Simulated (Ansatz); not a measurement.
This guess for Al2Cu is about to be relaxed.

```cif
data_structure
_symmetry_space_group_name_H-M 'P-3m1'
_symmetry_Int_Tables_number 164
_cell_length_a 2.7704
_cell_length_b 2.7704
_cell_length_c 13.2447
_cell_angle_alpha 90.000
_cell_angle_beta 90.000
_cell_angle_gamma 120.000
_cell_volume 88.03
loop_
_atom_site_label
_atom_site_type_symbol
_atom_site_symmetry_multiplicity
_atom_site_Wyckoff_symbol
_atom_site_fract_x
_atom_site_fract_y
_atom_site_fract_z
_atom_site_occupancy
Al1 Al 2 d 0.33333 0.66667 0.25000 1
Al2 Al 2 d 0.33333 0.66667 0.58333 1
Cu1 Cu 2 d 0.33333 0.66667 0.91667 1
```

Method: DFT PBE, scalar-relativistic, plane waves, PAW in Ansatz. Cutoff 420 eV, Gaussian smearing, Γ-centred meshes. Cell and atoms relax first on a coarse mesh and then on a finer one. In between, the cell is made exact in the group found at 0.06 Å. In metals the finer mesh still leaves noise of several meV/atom or more. The steps can't lower the symmetry of their start. No spin polarisation.

A guess keeps its type if space group and coordination stay and the shape of the cell changes little (axis ratios within about 15 %, angles within 6°); the volume may change.

Question: Does it keep its structure type, or change into something else?

Answer: It keeps its type. The symmetry stays P-3m1 (No. 164). The volume per atom grows by 1.2 %, from 14.7 to 14.8 Å³. The shortest distance goes from 2.73 Å (Al–Cu, Al–Al and Cu–Cu) to 2.58 Å (Al–Cu and Cu–Cu). The ratio c/a of the conventional cell changes by a factor of 0.99. Counting neighbours within 15 % of an atom's shortest distance, the start has Al 12, Cu 12 and the end Al 12, Cu 12.

The last run used an 18×18×4 mesh (in the run's order of axes) for its 6-atom cell and Gaussian smearing of 0.10 eV. Symmetry constrained the relaxation, so the result can be a saddle point. Another cell of Al2Cu relaxed alike, in P-3m1, lies 94 meV/atom lower, so this cell isn't the stable form at this level.
